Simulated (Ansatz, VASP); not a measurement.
## One calculation of BN, two programs

```xyz
4
Lattice="2.5227 0.0000 0.0000 -1.2613 2.1847 0.0000 0.0000 0.0000 4.1743" Properties=species:S:1:pos:R:3 pbc="T T T"
B     1.2613    0.7282    0.0012
B     0.0000    1.4565    2.0884
N     1.2613    0.7282    1.5641
N     0.0000    1.4565    3.6513
```

Alike in both runs: functional LDA; k mesh 12 × 12 × 6; occupations fermi-dirac, width 0.02 eV; no spin polarisation.

Ansatz relaxed the structure, and its values are those at the end. VASP's run is a single point on that final structure, the one shown.

|  | VASP | Ansatz |
| --- | --- | --- |
| version | VASP 6.6.1 | Ansatz 0.2.0 |
| potentials or method | VASP PAW LDA potentials, release 64 (B, N) | PAW plane waves |
| plane-wave cutoff (eV) | 520 | 420 |
| valence electrons in the cell | 16 | 16 |

```csv
,VASP,Ansatz,Ansatz less VASP
gap on the k mesh at the Fermi level (eV),4.90,4.92,+0.020
pressure (GPa),1.2,0.0,-1.23
```

Ansatz warned: «pseudo_functional_mismatch».

A k mesh can miss the band edges.
